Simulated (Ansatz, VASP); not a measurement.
**Ti: VASP beside Ansatz**

File INCAR:

```
SYSTEM = Ti
PREC = Accurate ; ENCUT = 520
EDIFF = 1E-6 ; ISMEAR = 0
SIGMA = 0.05 ; LREAL = .FALSE.
LASPH = .TRUE. ; NELM = 60
ALGO = Fast ; ISIF = 2
LWAVE = .FALSE. ; LCHARG = .FALSE.
GGA = PE ; NBANDS = 12
```

Contents of KPOINTS:

```
regular mesh
0
G
  11 11 11
  0 0 0
```

Contents of POSCAR:

```
Ti
1.0
    0.0000000000      2.0300000000      2.0300000000
    2.0300000000      0.0000000000      2.0300000000
    2.0300000000      2.0300000000      0.0000000000
Ti
1
Direct
    0.0000000000      0.0000000000      0.0000000000
```

input.yaml

```yaml
crystal:
  lattice:
    - [0.0, 2.03, 2.03]
    - [2.03, 0.0, 2.03]
    - [2.03, 2.03, 0.0]
  atoms:
    - { symbol: Ti, position: [0.0, 0.0, 0.0] }
kpoints:
  mp_grid: { grid: [11, 11, 11] }
scf:
  occupations: { method: gaussian, width: 0.05 }
hamiltonian:
  xc: pbe
  pseudopotentials: { kind: all_electron, lapw: { basis_error: 0.001 } }
output:
  forces: true
  stress: true
  eigenvalues: true
```

This isn't the form of Ti at room conditions, which is hcp.

Alike in both runs: task single point; functional PBE; k mesh 11 × 11 × 11; occupations gaussian, width 0.05 eV; no spin polarisation.

```csv
,VASP,Ansatz
version,VASP 6.6.1,Ansatz 0.2.0
potentials or method,"VASP PAW PBE potentials, release 64 (Ti_sv)","all-electron LAPW, scalar-relativistic"
plane-wave cutoff (eV),520,see its input
```

Ansatz gave:

```
gap on the k mesh at the Fermi level (eV) : none
pressure (GPa)                            : 3.9
```

Which values does VASP return?

gap on the k mesh at the Fermi level (eV): none; pressure (GPa): 3.5.

A gap of «none» marks a metal or a gap that the smearing closes. Ansatz ran all-electron here, so the differences hold the error of VASP's frozen core and of both bases.
